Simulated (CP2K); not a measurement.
## CdTe in CP2K: the effect of functional

CdTe:

```
Te Cd
1.0
     4.53255    0.00000    0.00000
     2.26628    3.92531    0.00000
     2.26628    1.30844    3.70082
Te Cd
1 1
Direct
  0.75000 0.75000 0.75000
  0.00000 0.00000 0.00000
```

Alike in all runs:

* Program: CP2K 2026.2
* Task: single point
* Potentials or basis: POTENTIAL_UZH Te GTH-PBE-q6, Cd GTH-PBE-q12; TZVP-MOLOPT-PBE-GTH basis
* Density cutoff: 9184 eV
* k mesh: 7 × 7 × 7
* Occupations: fermi-dirac, width 0.05 eV
* Spin: no spin polarisation

```tsv
functional	gap on the mesh (eV)	pressure (GPa)
PBE	0.88	4.9
LDA	0.61	1.9
PBEsol	0.73	2.9
RPBE	1.01	6.1
revPBE	0.97	5.8
BLYP	?	?
TPSS	0.96	4.4
```

Problem. What does the run with functional BLYP give?

Solution. gap on the mesh 0.89 eV; pressure 7.6 GPa.

Caveats: spin-orbit coupling is left out, which moves the levels of the heavy elements; the basis of atomic orbitals isn't converged, which shifts pressures, moduli and gaps; the potentials were made for another functional, which shifts forces and pressure (some runs).

